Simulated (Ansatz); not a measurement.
A run of Ansatz 0.2.0 is set up as follows.

File input.yaml:

```yaml
crystal:
  lattice:
    - [1.21846369, -3.9763780104, 0.0]
    - [1.21846369, 3.9763780104, 0.0]
    - [0.0, 0.0, 2.4754955235]
  atoms:
    - { symbol: Cu, position: [0.86613335, 0.13386665, 0.75] }
    - { symbol: Cu, position: [0.13386665, 0.86613335, 0.25] }
hamiltonian:
  xc: pbe
  pseudopotentials: { kind: paw }
  dispersion: d3bj
kpoints:
  mp_grid: { grid: [11, 11, 11] }
scf:
  occupations: { method: fermi_dirac, width: 0.05 }
output:
  forces: true
  stress: true
  eigenvalues: true
relax:
  f_tol: 0.01
  max_steps: 40
  cell: { stress_tol: 0.05 }
```

Potentials or basis: Ansatz PAW.

The run is started by

```sh
$ ansatz run input.yaml --threads 2 --pin off --max-ram 5632MiB --backend cpu --events-out ev --progress --plain --runs-dir out
```

Problem. Predict the relaxed volume.

Solution. 11.88 Å³/atom.

Problem. What does it give for the band gap on the k mesh?

Solution. None (metal or under the smearing width).

Problem. Predict the relaxed cell.

Solution. a = 4.134 Å, b = 4.134 Å, c = 2.476 Å, α = 90.00°, β = 90.00°, γ = 145.82°.

Problem. Estimate the space group after relaxing (to 0.05 Å).

Solution. Cmcm (No. 63).

Final structure:
```xyz
2
Lattice="1.2147 -3.9513 0.0000 1.2147 3.9513 0.0000 0.0000 0.0000 2.4758" Properties=species:S:1:pos:R:3 pbc="T T T"
Cu    1.2147   -2.8966    1.8568
Cu    1.2147    2.8966    0.6189
```

Caveat: pairwise dispersion overbinds metals, which lowers pressure and volume.
